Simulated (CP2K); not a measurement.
Runs of CP2K 2026.2 on BAs. Symmetry: Pm-3m, No. 221, cubic system. The conventional cell has a = 2.934 Å, b = 2.934 Å, c = 2.934 Å, α = 90.00°, β = 90.00°, γ = 90.00°. B (site symmetry m-3m) is surrounded by 8 As at 2.54 Å. Around As (site symmetry m-3m) lie 8 B at 2.54 Å. The cell was built by a generator and needn't be a form met in nature.

| level | gap on the mesh (eV) | pressure (GPa) |
| --- | --- | --- |
| LDA | none | -0.6 |
| OLYP | none | (a) |
| RPBE | none | 1.6 |
| MS2 | none | 4.5 |
| PW91 | none | (b) |

Alike in all rows: task atomic charges; potentials or basis POTENTIAL_UZH B GTH-PBE-q3, As GTH-PBE-q5; TZVP-MOLOPT-PBE-GTH basis; no spin polarisation; cell as given; k mesh 9 × 9 × 9; smearing fermi-dirac 0.05 eV.

Question: Fill in the values left out.

Answer: (a) -3.9; (b) 2.5.

Caveats: the potentials were made for another functional, which shifts forces and pressure; the basis of atomic orbitals isn't converged, which shifts pressures, moduli and gaps.

A k mesh can miss the band edges, and the runs leave out spin-orbit coupling on As.

A gap of «none» marks a metal or a gap under the smearing width.

Runs at the PBE level aren't shown here.
